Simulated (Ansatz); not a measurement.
The system is MnSi.

```
Mn Si
1.0
     2.98743    0.00000    0.00000
     0.00000    2.98743    0.00000
     0.00000    0.00000    2.98743
Mn Si
1 1
Direct
  0.50000 0.50000 0.50000
  0.00000 0.00000 0.00000
```

The cell was built by a generator and needn't be a form met in nature.

```yaml
Program: Ansatz 0.2.0
Task: relaxation of cell and atoms
Functional: HSEsol
Potentials_or_basis: Ansatz PAW
Cutoff: "420 eV (not typed: the program's choice for these potentials)"
k_mesh: 5 × 5 × 5
Occupations: fermi-dirac, width 0.05 eV
Spin: collinear spin, ferromagnetic start
Starting_moments: "[4.0, 0.0] μB"
```

At the start: volume 13.33 Å³/atom.

Problem. Where does the relaxation end?

Solution. It ends after 5 steps and the volume is 13.80 Å³/atom (+3.5 %); space group Pm-3m (No. 221, to 0.05 Å); moment 3.43 μB per cell.

Step by step:
```csv
step,energy change (eV),largest force (eV/Å),volume (Å³)
1,0.0000,0.0000,26.66
2,-0.0118,0.0000,27.38
3,-0.0123,0.0000,27.59
4,-0.0123,0.0000,27.60
5,-0.0131,0.0000,27.60
```

Final structure:
```xyz
2
Lattice="3.0222 0.0000 0.0000 0.0000 3.0222 0.0000 0.0000 0.0000 3.0222" Properties=species:S:1:pos:R:3 pbc="T T T"
Mn    1.5111    1.5111    1.5111
Si    0.0000    0.0000    0.0000
```

Caveat: the k mesh is coarse (spacing up to 0.42 Å⁻¹), so the values aren't converged, least of all with exact exchange; the magnetic or orbital state may not be the lowest; the plane-wave basis is chosen anew once the cell has moved, so the energies of steps on either side of that aren't comparable; the PAW data sets come from PBE, with cores solved anew for the run's functional, which leaves a small shift of forces and pressure.
